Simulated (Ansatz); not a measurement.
# NbAs under changes of volume

One of the cells (17.395 Å³/atom); the others are scaled copies at fixed shape and fractional positions:

```
Nb As
1.0
    -1.72585    1.72585    5.84000
     1.72585   -1.72585    5.84000
     1.72585    1.72585   -5.84000
Nb As
2 2
Direct
  0.50000 0.00000 0.50000
  0.75000 0.75000 0.00000
  0.91600 0.41600 0.50000
  0.16600 0.16600 0.00000
```

| Quantity | Value |
| --- | --- |
| Program | Ansatz 0.2.0 |
| Functional | PBE |
| Potentials or basis | all-electron LAPW, scalar-relativistic |
| Cutoff | 267 eV (chosen from the basis error) |
| Basis error allowed | 0.001 eV/atom |
| k mesh | 11 × 11 × 11 |
| Occupations | fermi-dirac, width 0.05 eV |
| Spin | no spin polarisation |

| volume (Å³/atom) | energy over the lowest point (meV/atom) | pressure (GPa) | largest force (eV/Å) |
| --- | --- | --- | --- |
| 16.351 | 63.47 | 15.9 | 0.382 |
| 16.699 | 34.18 | 11.2 | 0.352 |
| 17.047 | 14.47 | 7.0 | 0.324 |
| 17.395 | 3.37 | 3.3 | 0.298 |
| 17.743 | 0.00 | -0.1 | 0.273 |
| 18.091 | ? | ? | ? |
| 18.438 | 13.40 | -5.8 | 0.229 |

Task: What does the run at 18.091 Å³/atom give?

Result: Energy over the lowest point 3.58 meV/atom; pressure -3.1 GPa; largest force 0.250 eV/Å.

Worked out: A Birch-Murnaghan fit of order 3 (a polynomial in V^(-2/3)) to the other rows has its minimum at 17.73 Å³/atom with B0 = V·E''(V) = 164 GPa and B' = 4.4 at fixed shape and positions, which overstates the stiffness. It gives 3.59 meV/atom at 18.091 Å³/atom, against the run's 3.58, and -dE/dV = -3.1 GPa, against -3.1.

Energies are extrapolated to zero smearing.

The runs don't all hold the same shells in valence.
